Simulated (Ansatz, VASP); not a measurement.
This is a calculation of Sb for Ansatz 0.2.0.

The input input.yaml:

```yaml
crystal:
  lattice:
    - [-4.1090505274, 4.1090505274, 2.0652122148]
    - [4.1090505274, -4.1090505274, 2.0652122148]
    - [4.1090505274, 4.1090505274, -2.0652122148]
  atoms:
    - { symbol: Sb, position: [0.65126306, 0.15126306, 0.80252612] }
    - { symbol: Sb, position: [0.15126306, 0.34873694, 0.5] }
    - { symbol: Sb, position: [0.34873694, 0.84873694, 0.19747388] }
    - { symbol: Sb, position: [0.84873694, 0.65126306, 0.5] }
hamiltonian:
  xc: pbe
  pseudopotentials: { kind: paw }
kpoints:
  mp_grid: { grid: [7, 7, 7] }
scf:
  occupations: { method: fermi_dirac, width: 0.05 }
output:
  forces: true
  stress: true
  eigenvalues: true
```

Potentials or basis: Ansatz PAW.

Command:

```console
$ ansatz run input.yaml --threads 2 --pin off --max-ram 5120MiB --backend cpu --events-out ev --progress --plain --runs-dir out
```

Problem. Translate it to VASP 6.6.1. Potentials there: VASP PAW PBE potentials, release 64 (Sb).

Solution. As run (the cutoff follows the program's own potentials):

File INCAR:

```
PREC = Accurate
ENCUT = 520
EDIFF = 1E-7
ISMEAR = -1
SIGMA = 0.05
LREAL = F
LASPH = T
NELM = 60
ALGO = Normal
ISIF = 2
LWAVE = F
LCHARG = F
GGA = PE
NBANDS = 18
```

KPOINTS

```
regular mesh
0
Gamma
  7 7 7
```

File POSCAR:

```
Sb
1.0
   -4.1090505274      4.1090505274      2.0652122148
    4.1090505274     -4.1090505274      2.0652122148
    4.1090505274      4.1090505274     -2.0652122148
Sb
4
Direct
    0.6512630600      0.1512630600      0.8025261200
    0.1512630600      0.3487369400      0.5000000000
    0.3487369400      0.8487369400      0.1974738800
    0.8487369400      0.6512630600      0.5000000000
```

Potentials or basis: VASP PAW PBE potentials, release 64 (Sb).

Run with:

```bash
$ cat potpaw_PBE.64/Sb/POTCAR > POTCAR
$ mpirun -np 1 vasp_std > vasp.out
```

Both were run:

|  | VASP | Ansatz | Ansatz less VASP |
| --- | --- | --- | --- |
| gap on the k mesh at the Fermi level (eV) | none | none | - |
| pressure (GPa) | -1.2 | -1.1 | +0.06 |
| largest component of the traceless stress (GPa) | 0.25 | 0.25 | -0.001 |
| rms of the force components (eV/Å) | 0.050 | 0.045 | -0.0053 |

Atom by atom the forces differ by 0.005 eV/Å (rms over components). A gap of «none» marks a metal or a gap that the smearing closes. The two sets of potentials don't hold the same shells in valence.

Spin-orbit coupling is left out, which matters for the levels of Sb.
